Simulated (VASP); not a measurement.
# ZnS (Wurtzite-2H) (P6_3mc) in VASP: further runs

The runs below take ZnS (Wurtzite-2H) through relaxation of cell and atoms, with RPBE+D3(BJ), RPBE+D4.

Program: VASP 6.6.1. These are calculated values, not measurements. Logs are shortened: lines on timing, memory, paths and dates and some standing lists are left out, and cuts for length are marked.

### 1 The crystal as given

Symmetry: P6_3mc, No. 186, hexagonal system. Conventional cell: a = 3.811 Å, b = 3.811 Å, c = 6.234 Å, α = 90.00°, β = 90.00°, γ = 120.00°. Zn (site symmetry 3m) has 4 S at 2.31 to 2.40 Å as nearest neighbours. S (site symmetry 3m) has 4 Zn at 2.31 to 2.40 Å as nearest neighbours.

### 2 Relaxation of cell and atoms, RPBE+D3(BJ)

File INCAR:

```
PREC = Accurate ; ENCUT = 600
EDIFF = 1E-6 ; ISMEAR = -1
SIGMA = 0.05 ; LREAL = False
LASPH = True ; NELM = 100
ALGO = Normal ; ISIF = 3
LWAVE = False ; LCHARG = False
GGA = RP ; IVDW = 12
IBRION = 2 ; NSW = 60
EDIFFG = -0.01
```

File KPOINTS:

```
regular mesh
0
Gamma
  8 8 5
```

File POSCAR:

```
ZnS
1.0
    3.8110000000      0.0000000000      0.0000000000
   -1.9055000000      3.3004228138      0.0000000000
    0.0000000000      0.0000000000      6.2340000000
Zn S
2 2
Direct
    0.6666666667      0.3333333333      0.5000000000
    0.3333333333      0.6666666667      0.0000000000
    0.6666666667      0.3333333333      0.8850000000
    0.3333333333      0.6666666667      0.3850000000
```

Potentials or basis: VASP PAW PBE potentials, release 64 (Zn, S).

The run is started by

```console
> cat potpaw_PBE.64/Zn/POTCAR potpaw_PBE.64/S/POTCAR > POTCAR
> mpirun -np 1 vasp_std > vasp.out
```

OUTCAR:

```text
PREC = Accurate
   ENCUT = 600
   EDIFF = 1E-6
   ISMEAR = -1
   LREAL = False
   LASPH = True
   NELM = 100
   ISIF = 3
   GGA = RP
   IVDW = 12
   IBRION = 2
   NSW = 60
   EDIFFG = -0.01
 IVDW          = 12

 ion  position               nearest neighbor table
   1  0.667  0.333  0.500-   4 2.31   4 2.31   4 2.31   3 2.40
   2  0.333  0.667  0.000-   3 2.31   3 2.31   3 2.31   4 2.40
   3  0.667  0.333  0.885-   2 2.31   2 2.31   2 2.31   1 2.40
   4  0.333  0.667  0.385-   1 2.31   1 2.31   1 2.31   2 2.40

  LATTYP: Found a hexagonal cell.
 ALAT       =     3.8110000000
 C/A-ratio  =     1.6357911309

  Lattice vectors:

 A1 = (   3.8110000000,   0.0000000000,   0.0000000000)
 A2 = (  -1.9055000000,   3.3004228138,   0.0000000000)
 A3 = (   0.0000000000,   0.0000000000,   6.2340000000)

Analysis of symmetry for initial positions (statically):
=====================================================================
 Subroutine PRICEL returns:
 Original cell was already a primitive cell.

 Routine SETGRP: Setting up the symmetry group for a
 hexagonal supercell.

 Subroutine GETGRP returns: Found 12 space group operations
 (whereof  6 operations were pure point group operations)
 out of a pool of 24 trial point group operations.

The static configuration has the point symmetry C_3v.
 The point group associated with its full space group is C_6v.

Analysis of symmetry for dynamics (positions and initial velocities):
=====================================================================
 Subroutine PRICEL returns:
 Original cell was already a primitive cell.

 Routine SETGRP: Setting up the symmetry group for a
 hexagonal supercell.

 Subroutine GETGRP returns: Found 12 space group operations
 (whereof  6 operations were pure point group operations)
 out of a pool of 24 trial point group operations.

The dynamic configuration has the point symmetry C_3v.
 The point group associated with its full space group is C_6v.

 Subroutine INISYM returns: Found 12 space group operations
 (whereof  6 operations are pure point group operations),
 and found     1 'primitive' translations

----------------------------------------------------------------------------------------

                                     Primitive cell

  volume of cell :      78.4107

  direct lattice vectors                    reciprocal lattice vectors
     3.811000000  0.000000000  0.000000000     0.262398321  0.151495741  0.000000000
    -1.905500000  3.300422814  0.000000000     0.000000000  0.302991482  0.000000000
     0.000000000  0.000000000  6.234000000     0.000000000  0.000000000  0.160410651

  length of vectors
     3.811000000  3.811000000  6.234000000     0.302991482  0.302991482  0.160410651

  position of ions in fractional coordinates (direct lattice)
     0.666666667  0.333333333  0.500000000
     0.333333333  0.666666667  0.000000000
     0.666666667  0.333333333  0.885000000
     0.333333333  0.666666667  0.385000000

  ion indices of the primitive-cell ions
   primitive index   ion index
                 1           1
                 2           2
                 3           3
                 4           4

----------------------------------------------------------------------------------------

 KPOINTS: regular mesh

Automatic generation of k-mesh.
 Grid dimensions read from file:
 generate k-points for:    8    8    5

 Generating k-lattice:

  Cartesian coordinates                     Fractional coordinates (reciprocal lattice)
     0.032799790  0.018936968  0.000000000     0.125000000  0.000000000  0.000000000
     0.000000000  0.037873935  0.000000000     0.000000000  0.125000000  0.000000000
     0.000000000  0.000000000  0.032082130     0.000000000  0.000000000  0.200000000

  Length of vectors
     0.037873935  0.037873935  0.032082130

  Shift w.r.t. Gamma in fractional coordinates (k-lattice)
     0.000000000  0.000000000  0.000000000

 Subroutine IBZKPT returns following result:
 ===========================================

 Found     30 irreducible k-points:

 Following reciprocal coordinates:
            Coordinates               Weight
  0.000000  0.000000  0.000000      1.000000
  0.125000  0.000000  0.000000      6.000000
  0.250000  0.000000  0.000000      6.000000
  0.375000  0.000000  0.000000      6.000000
  0.500000  0.000000  0.000000      3.000000
  0.125000  0.125000  0.000000      6.000000
[... 16 lines left out ...]
  0.250000  0.000000  0.400000     12.000000
  0.375000  0.000000  0.400000     12.000000
 [... further k-points ...]
   k-points           NKPTS =     30   k-points in BZ     NKDIM =     30   number of bands    NBANDS=     22
   number of dos      NEDOS =    301   number of ions     NIONS =      4
   total plane-waves  NPLWV =  45000
   dimension x,y,z NGX =    30 NGY =   30 NGZ =   50
   dimension x,y,z NGXF=    60 NGYF=   60 NGZF=  100
   ions per type =               2   2
   NGX,Y,Z   is equivalent  to a cutoff of  13.09, 13.09, 13.33 a.u.
   NGXF,Y,Z  is equivalent  to a cutoff of  26.17, 26.17, 26.67 a.u.
 SYSTEM =  unknown system
   PREC   = accura    normal or accurate (medium, high low for compatibility)
   ISTART =      0    job   : 0-new  1-cont  2-samecut
   ICHARG =      2    charge: 1-file 2-atom 10-const
   ISPIN  =      1    spin polarized calculation?
   LNONCOLLINEAR =      F non collinear calculations
   LSORBIT =      F    spin-orbit coupling
   LASPH  =      T    aspherical Exc in radial PAW
   ENCUT  =  600.0 eV  44.10 Ry    6.64 a.u.   7.61  7.61 12.45*2*pi/ulx,y,z
   NELM   =    100;   NELMIN=  2; NELMDL= -5     # of ELM steps
   EDIFF  = 0.1E-05   stopping-criterion for ELM
   LREAL  =      F    real-space projection
   EDIFFG = -.1E-01   stopping-criterion for IOM
   NSW    =     60    number of steps for IOM
   IBRION =      2    ionic relax: 0-MD 1-quasi-New 2-CG
   NFREE  =      1    steps in history (QN), initial steepest desc. (CG)
   ISIF   =      3    stress and relaxation
   ISYM   =      2    0-nonsym 1-usesym 2-fastsym
   POTIM  = 0.5000    time-step for ionic-motion
   TEBEG  =    0.0;   TEEND  =   0.0 temperature during run
   PSTRESS=    0.0 pullay stress
   NELECT =      36.0000    total number of electrons
   NUPDOWN=      -1.0000    fix difference up-down
   EMIN   =  10.00;   EMAX   =-10.00  energy-range for DOS
   EFERMI =   0.00;   METHOD = LEGACY
   ISMEAR =    -1;   SIGMA  =   0.05  broadening in eV -4-tet -1-fermi 0-gaus
   EFERMI_NEDOS =   21; number of points for ismear=-14 and -15
   IALGO  =     38    algorithm
   IMIX   =      4    mixing-type and parameters
     AMIX     =   0.40;   BMIX     =  1.00
     AMIX_MAG =   1.60;   BMIX_MAG =  1.00
  volume/ion in A,a.u.               =      19.60       132.29
  Fermi-wavevector in a.u.,A,eV,Ry     =   1.262943  2.386617 21.701647  1.595026
  Thomas-Fermi vector in A             =   2.396326
   LORBIT       =      0    0 simple, 1 ext, 2 COOP (PROOUT), +10 PAW based schemes
   GGA     = RP    functional components
   LHFCALC =     F    Hartree Fock is set to
   AEXX    =    0.0000 exact exchange contribution
   IVDW    =    12    specifies the selected vdW correction
   LEPSILON=     F    determine dielectric tensor
   LRPA    =     F    only Hartree local field effects (RPA)
 conjugate gradient relaxation of ions
 non-spin polarized calculation
  energy-cutoff  :      600.00
  volume of cell :       78.41
 maximum number of plane-waves:      2643
   NGX = 15   NGY = 15   NGZ = 25

--------------------------------------- Ionic step        1  -------------------------------------------

 number of electron      36.0000045 magnetization

 Free energy of the ion-electron system (eV)
  ---------------------------------------------------
  ext. energy  EPLUGINS =         0.00000000
  ---------------------------------------------------
  free energy    TOTEN  =       -12.29850461 eV

  energy without entropy =      -12.29850461  energy(sigma->0) =      -12.29850461

------------------------ aborting loop because EDIFF is reached ----------------------------------------

 Edisp (eV)   -4.49228

 E8    (eV) :    -2.5637

  FORCE on cell =-STRESS in cart. coord.  units (eV):
  Direction    XX          YY          ZZ          XY          YZ          ZX
  --------------------------------------------------------------------------------------
  -------------------------------------------------------------------------------------
  Total      -2.11994    -2.11994    -3.52981     0.00000     0.00000    -0.00000
  in kB     -43.31703   -43.31703   -72.12511     0.00000     0.00000    -0.00000
  external pressure =      -52.92 kB  Pullay stress =        0.00 kB
[... 103 lines left out ...]
  FREE ENERGIE OF THE ION-ELECTRON SYSTEM (eV)
  ---------------------------------------------------
  free  energy   TOTEN  =       -16.9122914780 eV

  energy  without entropy=      -16.9122914780  energy(sigma->0) =      -16.91229148

[... ionic steps 4 to 7 ...]

--------------------------------------- Ionic step        8  -------------------------------------------

 number of electron      36.0000000 magnetization

------------------------ aborting loop because EDIFF is reached ----------------------------------------

 Edisp (eV)   -4.90764

 E8    (eV) :    -2.7966
[... 73 lines left out ...]
  energy  without entropy=      -16.9164329427  energy(sigma->0) =      -16.91643294

--------------------------------------- Ionic step       10  -------------------------------------------

 number of electron      35.9999998 magnetization

 Free energy of the ion-electron system (eV)
  ---------------------------------------------------
  ext. energy  EPLUGINS =         0.00000000
  ---------------------------------------------------
  free energy    TOTEN  =       -12.02037393 eV

  energy without entropy =      -12.02037393  energy(sigma->0) =      -12.02037393

 E-fermi :   4.0440     XC(G=0):  -9.8132

 val. band max:        3.0374656894   @ k =   0.0000   0.0000   0.0000
 cond. band min:       5.7788978576   @ k =   0.0000   0.0000   0.0000
 fundamental gap:      2.7414321682
 Fermi energy:         4.0439975178

 k-point     1 :       0.0000    0.0000    0.0000
  band No.  band energies     occupation
      1     -10.7218      2.00000
      2      -9.6368      2.00000
      3      -3.6201      2.00000
      4      -3.6073      2.00000
      5      -3.6073      2.00000
      6      -3.5118      2.00000
[... 574 lines left out ...]
      6      -3.3632      2.00000
[... 14 lines left out ...]
     21       8.3981      0.00000
     22       8.9561      0.00000

 [... further k-points ...]

------------------------ aborting loop because EDIFF is reached ----------------------------------------

 Edisp (eV)   -4.89615

 E8    (eV) :    -2.7901

  FORCE on cell =-STRESS in cart. coord.  units (eV):
  Direction    XX          YY          ZZ          XY          YZ          ZX
  --------------------------------------------------------------------------------------
  -------------------------------------------------------------------------------------
  Total      -0.01799    -0.01799    -0.01640     0.00000    -0.00000     0.00000
  in kB      -0.39662    -0.39662    -0.36152     0.00000    -0.00000     0.00000
  external pressure =       -0.38 kB  Pullay stress =        0.00 kB
[... 19 lines left out ...]
  FREE ENERGIE OF THE ION-ELECTRON SYSTEM (eV)
  ---------------------------------------------------
  free  energy   TOTEN  =       -16.9165243917 eV

  energy  without entropy=      -16.9165243917  energy(sigma->0) =      -16.91652439

 reached required accuracy - stopping structural energy minimisation
```

It took 4.1 min on 1 thread of Intel Xeon 6975P-C (Granite Rapids), shared host; peak memory 0.24 GiB.

Results:

```
Free energy                            : -16.9165 eV
Relaxed volume                         : 18.17 Å³/atom
Relaxed cell                           : a = 3.716 Å, b = 3.716 Å, c = 6.078 Å, α = 90.00°, β = 90.00°, γ = 120.00°
Space group after relaxing (to 0.05 Å) : P6_3mc (No. 186)
Energy gained by relaxing              : 31.4 meV/atom
Ionic steps                            : 10
Pressure after relaxing                : 0.0 GPa
Largest force after relaxing           : 0.004 eV/Å
Band gap on the k mesh                 : 2.74 eV, direct
Dispersion energy per atom             : -1.224 eV
```

Forces on the atoms (eV/Å):
```
Zn   0.000  0.000  0.004
Zn   0.000  0.000  0.004
S    0.000  0.000 -0.004
S    0.000  0.000 -0.004
```

The path:
| step | energy change (eV) | largest force (eV/Å) | pressure (GPa) | volume (Å³) |
| --- | --- | --- | --- | --- |
| 1 | 0.0000 | 0.3359 | -5.29 | 78.41 |
| 2 | -0.1145 | 0.0276 | 1.75 | 71.28 |
| 3 | -0.1215 | 0.1131 | 0.20 | 72.56 |
| 4 | -0.1214 | 0.1200 | 0.04 | 72.67 |
| 5 | -0.1230 | 0.0344 | -0.10 | 72.81 |
| 6 | -0.1231 | 0.0093 | -0.20 | 72.84 |
| 7 | -0.1244 | 0.0009 | -0.04 | 72.74 |
| 8 | -0.1256 | 0.0179 | 0.21 | 72.52 |
| 9 | -0.1256 | 0.0200 | -0.15 | 72.77 |
| 10 | -0.1257 | 0.0042 | -0.04 | 72.67 |

Final structure:
```
Zn S
1.0
     3.71553    0.00000    0.00000
    -1.85776    3.21774    0.00000
     0.00000    0.00000    6.07791
Zn S
2 2
Direct
  0.66667 0.33333 0.50500
  0.33333 0.66667 0.00500
  0.66667 0.33333 0.88000
  0.33333 0.66667 0.38000
```

Caveat: the PAW data sets were made with another functional, which shifts forces and pressure a little.

### 3 Relaxation of cell and atoms, RPBE+D4

File INCAR:

```
SYSTEM = ZnS
ALGO     = Normal         ! electronic algorithm
EDIFF    = 1E-7           ! SCF threshold, eV
EDIFFG   = -0.02          ! ionic threshold
ENCUT    = 600            ! plane-wave cutoff, eV
GGA      = RP             ! functional
IBRION   = 2              ! ionic algorithm
ISIF     = 3              ! what is computed and relaxed
ISMEAR   = -1             ! smearing method
IVDW     = 13             ! dispersion correction
LASPH    = .True.         ! aspherical terms in the spheres
LCHARG   = .False.        ! write CHGCAR
LREAL    = .False.        ! projectors in reciprocal space
LWAVE    = .False.        ! write WAVECAR
NELM     = 100            ! most SCF steps
NSW      = 40             ! ionic steps
PREC     = Accurate       ! precision mode
SIGMA    = 0.05           ! smearing width, eV
```

File KPOINTS:

```
k-points
0
Gamma
  8 8 5
  0 0 0
```

POSCAR is that of step 2.

Potentials or basis: VASP PAW PBE potentials, release 64 (Zn, S).

The run is started by

```console
> cat potpaw_PBE.64/Zn/POTCAR potpaw_PBE.64/S/POTCAR > POTCAR
> mpirun -np 1 vasp_std > vasp.out
```

Run time: 2.7 min. Hardware: 1 thread of Intel Xeon 6975P-C (Granite Rapids), shared host; peak memory 0.23 GiB.

It converged, with:

```yaml
Free_energy: -14.7391 eV
Relaxed_volume: 19.33 Å³/atom
Relaxed_cell: a = 3.788 Å, b = 3.788 Å, c = 6.221 Å, α = 90.00°, β = 90.00°, γ = 120.00°
Space_group_after_relaxing_to_0.05_Å: P6_3mc (No. 186)
Energy_gained_by_relaxing: 6.3 meV/atom
Ionic_steps: 7
Pressure_after_relaxing: 0.0 GPa
Band_gap_on_the_k_mesh: 2.44 eV, direct
Dispersion_energy_per_atom: -0.614 eV
```

The path:
```
step  energy change (eV)  largest force (eV/Å)  pressure (GPa)  volume (Å³)
   1              0.0000                0.3269           -0.82        78.41
   2             -0.0198                0.0841            0.11        77.27
   3             -0.0198                0.0792            0.11        77.25
   4             -0.0222                0.0534            0.04        77.31
   5             -0.0250                0.0219           -0.14        77.48
   6             -0.0250                0.0157            0.13        77.20
   7             -0.0251                0.0015            0.00        77.33
```

Final structure:
```
Zn S
1.0
     3.78846    0.00000    0.00000
    -1.89423    3.28090    0.00000
     0.00000    0.00000    6.22122
Zn S
2 2
Direct
  0.66667 0.33333 0.50557
  0.33333 0.66667 0.00557
  0.66667 0.33333 0.87943
  0.33333 0.66667 0.37943
```

Levels at points of the mesh, in eV from the valence-band top:
```tsv
k point	band 14	band 15	band 16	band 17	band 18	band 19	band 20	band 21	band 22
(0.00, 0.00, 0.00)	-0.91	-0.91	-0.09	0.00	0.00	2.44	3.26	6.36	6.36
(0.50, 0.00, 0.00)	-4.14	-3.32	-2.28	-1.71	-0.90	3.77	4.39	5.21	6.95
```

Caveat: the PAW data sets were made with another functional, which shifts forces and pressure a little.
